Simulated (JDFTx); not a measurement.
# Hf under changes of volume

One of the cells (23.523 Å³/atom); the others are scaled copies at fixed shape and fractional positions:

```xyz
1
Lattice="-1.8050 1.8050 1.8050 1.8050 -1.8050 1.8050 1.8050 1.8050 -1.8050" Properties=species:S:1:pos:R:3 pbc="T T T"
Hf    0.0000    0.0000    0.0000
```

This isn't the form of Hf at room conditions, which is hcp.

```yaml
Program: JDFTx 1.7.0 (patched build)
Functional: PBEsol
Potentials_or_basis: PseudoDojo-SR-PBEsol-0.4.1-standard with smoothed tails
Cutoff: 789 eV
Density_cutoff: 3157 eV
k_mesh: 10 × 10 × 10
Occupations: fermi-dirac, width 0.05 eV
Spin: no spin polarisation
```

```csv
volume (Å³/atom),energy over the lowest point (meV/atom),pressure (GPa)
22.112,0.00,-3.3
22.582,?,?
23.052,31.30,-7.1
23.523,54.85,-8.7
23.993,82.99,-10.2
24.464,115.23,-11.5
24.934,151.13,-12.7
```

Question: What does the run at 22.582 Å³/atom give?

Answer: Energy over the lowest point 12.85 meV/atom; pressure -5.3 GPa.

Worked out: A Birch-Murnaghan fit of order 3 (a polynomial in V^(-2/3)) to the other rows has no minimum within the range. It gives 12.83 meV/atom at 22.582 Å³/atom, against the run's 12.85, and -dE/dV = -5.4 GPa, against -5.3.

Energies are extrapolated to zero smearing.
